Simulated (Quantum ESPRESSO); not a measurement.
Zn, 2 atoms in the cell. The structure is hexagonal, space group P6_3/mmc (No. 194). Conventional cell: a = 2.670 Å, b = 2.670 Å, c = 4.966 Å, α = 90.00°, β = 90.00°, γ = 120.00°. Zn (site symmetry -6m2) has 12 Zn at 2.67 to 2.92 Å as nearest neighbours. 

* Program: Quantum ESPRESSO 7.5
* Task: band structure
* Functional: PBEsol
* Potentials or basis: GBRV 1.5 PBEsol
* Cutoff: 762 eV
* Density cutoff: 6095 eV
* k mesh: 11 × 11 × 6
* Occupations: fermi-dirac, width 0.05 eV
* Spin: no spin polarisation
* Mixing beta: 0.5
* Most SCF iterations: 120
* SCF threshold: 4e-10 Ry

Potentials or basis: GBRV 1.5 PBEsol.

Command:

```console
$ OMP_NUM_THREADS=1 mpirun -n 2 pw.x -nk 2 -in pw.in > pw.out
$ OMP_NUM_THREADS=1 mpirun -n 2 pw.x -nk 2 -in bands.in > bands.out
```

Hardware: 2 MPI ranks on Intel(R) Xeon(R) 6975P-C (Granite Rapids) (shared host).

Estimate the wall time of this run.

It took 19 s on 2 MPI ranks on Intel(R) Xeon(R) 6975P-C (Granite Rapids) (shared host), peak memory 0.26 GiB a rank. Counts: scf iterations 9, k pools 2, bands 28, k points 64, g dense 33003.
